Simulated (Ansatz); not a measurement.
## Ga in Ansatz: the effect of functional

Crystal: Ga.

```
CELL_PARAMETERS angstrom
-1.36569 1.36569 2.27999
1.36569 -1.36569 2.27999
1.36569 1.36569 -2.27999
ATOMIC_POSITIONS crystal
Ga 0.00000 0.00000 0.00000
```

This isn't the form of Ga at room conditions, which is orthorhombic.

The cell isn't the ideal one: volume scaled by 0.96.

Alike in all runs:

```yaml
Program: Ansatz 0.2.0
Task: single point
Potentials_or_basis: Ansatz PAW
k_mesh: 13 × 13 × 13
Occupations: fermi-dirac, width 0.05 eV
Spin: no spin polarisation
```

| functional | cutoff | pressure (GPa) |
| --- | --- | --- |
| PBE | 420 eV (not typed: the program's choice for these potentials) | ? |
| PBEsol | 420 eV (not typed: the program's choice for these potentials) | 2.5 |
| r2SCAN | 500 eV (not typed: the program's choice for these potentials) | 3.0 |

What does the run with functional PBE give?

Pressure 6.5 GPa.

Caveats: the PAW data sets come from PBE, with cores solved anew for the run's functional, which leaves a small shift of forces and pressure (some runs).
